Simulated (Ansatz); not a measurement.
```yaml
crystal:
  lattice:
    - [0.00000, 2.92864, 2.98457]
    - [2.92864, 0.00000, 2.98457]
    - [2.92864, 2.92864, 0.00000]
  atoms:
    - { symbol: Sr, position: [0.00000, 0.00000, 0.00000] }
    - { symbol: F, position: [0.25000, 0.25000, 0.25000] }
    - { symbol: F, position: [0.75000, 0.75000, 0.75000] }
```

No spin polarisation.

Method: PBE (Ansatz, an electronic-structure program; PAW; 420 eV plane waves; scalar-relativistic without spin-orbit coupling). Γ-centred 10×10×10 mesh, Fermi–Dirac width 0.05 eV.

Question: Predict the band gap.

Answer: 6.65 eV.

Question: Estimate the electron mass.

Answer: 0.52 mₑ (at Γ).

The cells carry an imposed strain or load. Masses are band curvatures over ±0.01 Å⁻¹ around the edge. Whether these cells are dynamically stable was not tested. The cell was made from SrF2 in the fluorite structure (space group Fm-3m, No. 225) by this change: uniaxial strain ε_zz = +1.91 %.
